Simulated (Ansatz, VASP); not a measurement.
## Hf in VASP and in Ansatz

File INCAR:

```
SYSTEM = Hf
  PREC = Accurate
  ENCUT = 520
  EDIFF = 1E-7
  ISMEAR = -1
  SIGMA = 0.05
  LREAL = .FALSE.
  LASPH = .TRUE.
  NELM = 100
  ALGO = Normal
  ISIF = 2
  LWAVE = .FALSE.
  LCHARG = .TRUE.
  GGA = PS
  LELF = .TRUE.
  LVHAR = .TRUE.
  NBANDS = 11
```

KPOINTS

```
Automatic mesh
0
G
  14 14 14
  0 0 0
```

POSCAR

```
Hf
1.0
   -1.7674920948      1.7674920948      1.7674920948
    1.7674920948     -1.7674920948      1.7674920948
    1.7674920948      1.7674920948     -1.7674920948
Hf
1
Direct
    0.0000000000      0.0000000000      0.0000000000
```

Input for Ansatz:

```yaml
crystal:
  lattice:
    - [-1.7674920948, 1.7674920948, 1.7674920948]
    - [1.7674920948, -1.7674920948, 1.7674920948]
    - [1.7674920948, 1.7674920948, -1.7674920948]
  atoms:
    - { symbol: Hf, position: [0.0, 0.0, 0.0] }
kpoints:
  mp_grid: { grid: [14, 14, 14] }
  band_path:
    path:
      - [0.0, 0.0, 0.0]
      - [0.5, -0.5, 0.5]
      - [0.0, 0.0, 0.5]
      - [0.0, 0.0, 0.0]
      - [0.25, 0.25, 0.25]
      - [0.5, -0.5, 0.5]
      - [0.25, 0.25, 0.25]
      - [0.0, 0.0, 0.5]
    npoints: 5
scf:
  occupations: { method: fermi_dirac, width: 0.05 }
hamiltonian:
  xc: pbesol
  pseudopotentials: { kind: all_electron, lapw: { basis_error: 0.0005 } }
output:
  forces: true
  stress: true
  eigenvalues: true
```

Alike in both runs: task single point; functional PBEsol; k mesh 14 × 14 × 14; occupations fermi-dirac, width 0.05 eV; no spin polarisation.

```csv
,VASP,Ansatz
version,VASP 6.6.1,Ansatz 0.2.0
potentials or method,"VASP PAW PBE potentials, release 64 (Hf_pv)","all-electron LAPW, scalar-relativistic"
plane-wave cutoff (eV),520,see its input
```

|  | VASP | Ansatz | Ansatz less VASP |
| --- | --- | --- | --- |
| pressure (GPa) | -4.1 | -3.8 | +0.30 |

Ansatz ran all-electron here, so the differences hold the error of VASP's frozen core and of both bases.

Caveats: the PAW data sets were made with another functional, which shifts forces and pressure a little (VASP). Spin-orbit coupling is left out, which matters for the levels of Hf.
